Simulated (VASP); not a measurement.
# Mo: saddle point by the improved dimer method

Mo, defect, 15 atoms in the cell. PBE, improved dimer method; PAW potentials Mo_sv (PBE set).

Path: a Mo atom hops into a neighbouring Mo vacancy; Length of the hop (Å): 2.743; Atoms free in the vibrations (from 0): 0, 3, 6, 8, 9.

## Input

INCAR.step1:
```
PREC     = Accurate       # precision mode
ENCUT    = 250            # plane-wave cutoff, eV
EDIFF    = 1E-7           # SCF threshold, eV
ISMEAR   = 1              # smearing method
SIGMA    = 0.1            # smearing width, eV
LREAL    = False          # projectors in reciprocal space
LASPH    = True           # aspherical terms in the spheres
NELM     = 100            # most SCF steps
ALGO     = Normal         # electronic algorithm
LWAVE    = False          # write WAVECAR
LCHARG   = False          # write CHGCAR
ISYM     = 0            
KPAR     = 8            
IBRION   = 2              # ionic algorithm
NSW      = 100            # ionic steps
ISIF     = 2              # what is computed and relaxed
EDIFFG   = -0.005         # ionic threshold
POTIM    = 0.5            # step
```

INCAR.step2, as INCAR.step1 but for:
```
- EDIFF = 1E-7
- EDIFFG = -0.005
+ EDIFF = 1E-6
+ EDIFFG = -0.02
```

INCAR.step3, as INCAR.step2 but for:
```
- IBRION = 2
- NSW = 100
- ISIF = 2
- POTIM = 0.5
+ IBRION = 44
+ NSW = 300
```

INCAR.step4, as INCAR.step3 but for:
```
- EDIFF = 1E-6
- IBRION = 44
- NSW = 300
- EDIFFG = -0.02
+ EDIFF = 1E-7
+ IBRION = 5
+ NFREE = 2
+ POTIM = 0.015
+ NSW = 1
```

KPOINTS:
```
k-points
0
Gamma
  3 3 3
```

POSCAR.step1:
```
Mo
1.0
    6.3352358876      0.0000000000      0.0000000000
    0.0000000000      6.3352358876      0.0000000000
    0.0000000000      0.0000000000      6.3352358876
Mo
15
Direct
    0.5000000000      0.0000000000      0.0000000000
    0.0000000000      0.5000000000      0.0000000000
    0.0000000000      0.0000000000      0.5000000000
    0.2500000000      0.2500000000      0.2500000000
    0.5000000000      0.5000000000      0.0000000000
    0.5000000000      0.0000000000      0.5000000000
    0.7500000000      0.2500000000      0.2500000000
    0.0000000000      0.5000000000      0.5000000000
    0.2500000000      0.7500000000      0.2500000000
    0.2500000000      0.2500000000      0.7500000000
    0.5000000000      0.5000000000      0.5000000000
    0.7500000000      0.7500000000      0.2500000000
    0.7500000000      0.2500000000      0.7500000000
    0.2500000000      0.7500000000      0.7500000000
    0.7500000000      0.7500000000      0.7500000000
```

POSCAR.step2:
```
Mo
1.0
    6.3352358876      0.0000000000      0.0000000000
    0.0000000000      6.3352358876      0.0000000000
    0.0000000000      0.0000000000      6.3352358876
Mo
15
Direct
    0.5000000000      0.0000000000      0.0000000000
    0.0000000000      0.5000000000      0.0000000000
    0.0000000000      0.0000000000      0.5000000000
    0.0000000000      0.0000000000      0.0000000000
    0.5000000000      0.5000000000      0.0000000000
    0.5000000000      0.0000000000      0.5000000000
    0.7500000000      0.2500000000      0.2500000000
    0.0000000000      0.5000000000      0.5000000000
    0.2500000000      0.7500000000      0.2500000000
    0.2500000000      0.2500000000      0.7500000000
    0.5000000000      0.5000000000      0.5000000000
    0.7500000000      0.7500000000      0.2500000000
    0.7500000000      0.2500000000      0.7500000000
    0.2500000000      0.7500000000      0.7500000000
    0.7500000000      0.7500000000      0.7500000000
```

POSCAR.step3:
```
Mo                                      
1.0
    6.3352358876      0.0000000000      0.0000000000
    0.0000000000      6.3352358876      0.0000000000
    0.0000000000      0.0000000000      6.3352358876
Mo
15
Direct
    0.5138540370      1.0011874864      0.0105757944
    1.0074633723      0.5059816306      0.0085754052
    1.0028786840      1.0085234916      0.5046792864
    0.1438259130      0.1340481333      0.1322221126
    0.5065228080      0.5053016663      0.0059249722
    0.5061771280      1.0107773284      0.5066574695
    0.7622773822      0.2567819751      0.2574895473
    1.0141357450      0.5091316802      0.5058157429
    0.2568356847      0.7609607773      0.2635218359
    0.2565617643      0.2566438433      0.7624181686
    0.5046124106      0.5064898392      0.5101968327
    0.7610858242      0.7595427308      0.2595284946
    0.7503253979      0.2606372133      0.7562241805
    0.2521452962      0.7601264522      0.7614652618
    0.7578497001      0.7558561118      0.7593363074

    0.0359845493      0.0449418808      0.0449421725
    0.0449435106      0.0359832171      0.0449428664
    0.0449431507      0.0449425428      0.0359844031
   -0.5575432295     -0.5575439364     -0.5575438434
    0.0359834016      0.0359832831      0.0449426273
    0.0359836250      0.0449432276      0.0359839724
    0.0359956372      0.0449307301      0.0449316337
    0.0449433025      0.0359840899      0.0359845482
    0.0449321103      0.0359986078      0.0449315351
    0.0449321311      0.0449305017      0.0359966729
    0.0359837695      0.0359839103      0.0359846212
    0.0359949960      0.0359961059      0.0449317151
    0.0359950568      0.0449319689      0.0359955215
    0.0449324724      0.0359956478      0.0359953442
    0.0359955166      0.0359982225      0.0359962099
```

POSCAR.step4:
```
Mo
1.0
    6.3352358876      0.0000000000      0.0000000000
    0.0000000000      6.3352358876      0.0000000000
    0.0000000000      0.0000000000      6.3352358876
Mo
15
Selective dynamics
Direct
    0.5168594087      0.0052926449      0.0061717337  T T T
    0.0055784040      0.5165593712      0.0062168161  F F F
    0.0056362877      0.0052968528      0.5173758389  F F F
    0.1029849558      0.1027092694      0.1034370568  T T T
    0.5052357531      0.5049087722      0.0139463031  F F F
    0.5052871086      0.0131028417      0.5058496515  F F F
    0.7496836649      0.2654800410      0.2663599817  T T T
    0.0134093917      0.5050148382      0.5059044451  F F F
    0.2658020568      0.7494059538      0.2663584332  T T T
    0.2658724159      0.2655442340      0.7501590684  T T T
    0.5119099816      0.5116117317      0.5125481637  F F F
    0.7621534267      0.7618511638      0.2618358658  F F F
    0.7621478008      0.2610520977      0.7626327874  F F F
    0.2613681856      0.7618277020      0.7626596441  F F F
    0.7626223055      0.7623328454      0.7631756224  F F F
```

POSCAR.step5:
```
Mo
1.0
    6.3352358876      0.0000000000      0.0000000000
    0.0000000000      6.3352358876      0.0000000000
    0.0000000000      0.0000000000      6.3352358876
Mo
15
Selective dynamics
Direct
    0.5000000808      0.9999999709      0.0000002057  T T T
    0.9999998418      0.5000000105      0.0000002179  F F F
    0.9999997973      0.9999999403      0.4999998638  F F F
    0.2481593338      0.2481594347      0.2481594277  T T T
    0.5000001697      0.5000000296      0.0000002592  F F F
    0.5000001721      0.9999999623      0.4999998053  F F F
    0.7518406219      0.2481594231      0.2481594585  T T T
    0.9999997656      0.5000000220      0.4999998392  F F F
    0.2481592967      0.7518405892      0.2481593844  T T T
    0.2481593361      0.2481594754      0.7518405376  T T T
    0.5000001937      0.5000000320      0.4999998058  F F F
    0.7518406549      0.7518405535      0.2481594916  F F F
    0.7518407067      0.2481594308      0.7518405840  F F F
    0.2481593642      0.7518405581      0.7518405721  F F F
    0.7518406645      0.7518405675      0.7518405473  F F F
```

Commands (each step's output is kept before the next begins):
```
cat potpaw_PBE.64/Mo_sv/POTCAR > POTCAR
cp INCAR.step1 INCAR
cp POSCAR.step1 POSCAR
mpirun -np 8 vasp_std > vasp.out
cp INCAR.step2 INCAR
cp POSCAR.step2 POSCAR
mpirun -np 8 vasp_std > vasp.out
# the block under the positions in POSCAR is the starting axis: the straight line between the two relaxed ends
cp INCAR.step3 INCAR
cp POSCAR.step3 POSCAR
mpirun -np 8 vasp_std > vasp.out
# POSCAR: the saddle point
cp INCAR.step4 INCAR
cp POSCAR.step4 POSCAR
mpirun -np 8 vasp_std > vasp.out
# POSCAR: the relaxed minimum
cp POSCAR.step5 POSCAR
mpirun -np 8 vasp_std > vasp.out
```

## Result

- Barrier (eV): 1.027
- Barrier with zero-point energies (eV): 1.021
- Imaginary frequency (cm⁻¹): 103
- Imaginary modes at the saddle: 1
- Attempt frequency (THz): 3.5
- Force evaluations of the dimer: 80
- Largest force left (eV/Å): 0.0109
- Ionic steps, all stages: 148
- Electronic steps, all stages: 1206

Vibrations (cm⁻¹; a negative value is imaginary):

| Mode | Minimum | Saddle |
|---|---|---|
| 1 | 200 | 207 |
| 2 | 195 | 204 |
| 3 | 195 | 202 |
| 4 | 190 | 186 |
| 5 | 184 | 185 |
| 6 | 168 | 180 |
| 7 | 165 | 175 |
| 8 | 161 | 175 |
| 9 | 159 | 173 |
| 10 | 157 | 166 |
| 11 | 156 | 155 |
| 12 | 142 | 136 |
| 13 | 127 | 101 |
| 14 | 123 | 99 |
| 15 | 110 | -103 |

Harmonic rate, classical:

| Temperature (K) | Jumps per second |
|---|---|
| 300 | 2e-05 |
| 600 | 8.3e+03 |
| 900 | 6.2e+06 |

The cell is Mo (16 atoms) with one Mo atom missing.

Limits: the cell holds 15 atoms, so the vacancy or interstitial meets its own images and the barrier isn't that of a lone defect; the attempt frequency counts the hopping atom and the four atoms nearest to it, while all others are held.

VASP 6.6.1 took 6732 s on 8 cores (AMD EPYC 7R43 (Zen 3)), a shared host.
